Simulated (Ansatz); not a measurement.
The system is MoSe2.

```
Mo Se
1.0
     3.28800    0.00000    0.00000
    -1.64400    2.84749    0.00000
     0.00000    0.00000   12.90000
Mo Se
2 4
Direct
  0.66667 0.33333 0.75000
  0.33333 0.66667 0.25000
  0.66667 0.33333 0.37500
  0.33333 0.66667 0.87500
  0.66667 0.33333 0.12500
  0.33333 0.66667 0.62500
```

| Quantity | Value |
| --- | --- |
| Program | Ansatz 0.2.0 |
| Task | relaxation of cell and atoms |
| Functional | revPBE |
| Dispersion | D3(BJ) |
| Potentials or basis | Ansatz PAW |
| Cutoff | 420 eV (not typed: the program's choice for these potentials) |
| k mesh | 9 × 9 × 2 |
| Occupations | fermi-dirac, width 0.05 eV |
| Spin | no spin polarisation |

At the start: volume 20.13 Å³/atom.

Where does the relaxation end?

It ends after 5 steps and the volume is 18.94 Å³/atom (-5.9 %); space group P6_3/mmc (No. 194, to 0.05 Å).

Step by step:
```csv
step,energy change (eV),largest force (eV/Å),volume (Å³)
1,0.0000,1.1593,120.78
2,-0.0124,1.0218,110.67
3,-0.2142,0.0933,114.02
4,-0.2156,0.0052,113.65
5,-0.2145,0.0053,113.65
```

Final structure:
```
Mo Se
1.0
     3.25271    0.00000    0.00000
    -1.62636    2.81693    0.00000
     0.00000    0.00000   12.40398
Mo Se
2 4
Direct
  0.66667 0.33333 0.75000
  0.33333 0.66667 0.25000
  0.66667 0.33333 0.38527
  0.33333 0.66667 0.88527
  0.66667 0.33333 0.11473
  0.33333 0.66667 0.61473
```

Caveat: the plane-wave basis is chosen anew once the cell has moved, so the energies of steps on either side of that aren't comparable; the PAW data sets come from PBE, with cores solved anew for the run's functional, which leaves a small shift of forces and pressure.
